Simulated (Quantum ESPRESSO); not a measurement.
Crystal: Rh.

```
Rh
1.0
     0.00000    1.89785    1.89785
     1.89785    0.00000    1.89785
     1.89785    1.89785    0.00000
Rh
1
Direct
  0.00000 0.00000 0.00000
```

| Property | Result |
| --- | --- |
| Program | Quantum ESPRESSO 7.5 |
| Task | single point |
| Functional | PBEsol |
| Potentials or basis | GBRV 1.5 PBEsol |
| Cutoff | 612 eV |
| Density cutoff | 4898 eV |
| k mesh | 12 × 12 × 12 |
| Occupations | fermi-dirac, width 0.05 eV |
| Spin | no spin polarisation |

On this cell: pressure -3.0 GPa; band gap on the k mesh none (metal or under the smearing width).

The same run follows on a disturbed copy (cell strained at random at fixed volume):

```
Rh
1.0
    -0.03933    1.88309    1.96246
     1.90193    0.03281    1.89032
     1.92465    1.83367    0.01009
Rh
1
Direct
  0.00477 0.00350 0.99418
```

Q: What changes?

A: The energy (extrapolated to zero smearing) moves by +43.2 meV/atom; pressure -1.8 GPa; band gap on the k mesh none (metal or under the smearing width).

Stress tensor (GPa, compression positive):
```
 -6.82   1.97   5.56
  1.97   5.59 -10.07
  5.56 -10.07  -4.05
```
